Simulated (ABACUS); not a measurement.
**FeO (Wuestite) under changes of volume**

One of the cells (10.013 Å³/atom); the others are scaled copies at fixed shape and fractional positions:

```
Fe O
1.0
     0.00000    2.15540    2.15540
     2.15540    0.00000    2.15540
     2.15540    2.15540    0.00000
Fe O
1 1
Cartesian
  0.0000 0.0000 0.0000
  2.1554 2.1554 2.1554
```

| Property | Result |
| --- | --- |
| Program | ABACUS 3.10.1 |
| Functional | PBE |
| Potentials or basis | PseudoDojo NC SR 0.4.1 PBE standard |
| Cutoff | 1361 eV |
| Density cutoff | 5442 eV |
| Basis | DZP LCAO (the cutoffs set its grid) |
| k mesh | 11 × 11 × 11 |
| Occupations | fermi-dirac, width 0.05 eV |
| Spin | collinear spin, ferromagnetic start |
| Starting moments | [3.0, 0.0] μB |

| volume (Å³/atom) | energy over the lowest point (meV/atom) | pressure (GPa) |
| --- | --- | --- |
| 9.413 | 21.65 | 12.8 |
| 9.613 | 8.80 | 7.9 |
| 9.813 | 1.80 | 3.6 |
| 10.013 | 0.00 | -0.3 |
| 10.214 | 2.59 | -3.8 |
| 10.414 | ? | ? |
| 10.614 | 19.93 | -9.7 |

What does the run at 10.414 Å³/atom give?

Energy over the lowest point 9.49 meV/atom; pressure -6.9 GPa.

Worked out: A Birch-Murnaghan fit of order 3 (a polynomial in V^(-2/3)) to the other rows has its minimum at 9.99 Å³/atom with B0 = V·E''(V) = 186 GPa and B' = 4.7. It gives 9.46 meV/atom at 10.414 Å³/atom, against the run's 9.49, and -dE/dV = -7.0 GPa, against -6.9.

Energies are extrapolated to zero smearing.

Caveats: the atomic orbitals were generated for these runs and aren't a published set; the basis of atomic orbitals isn't converged, which shifts pressures, moduli and gaps; a cell with one magnetic atom can't hold antiferromagnetic order, which such compounds often take.
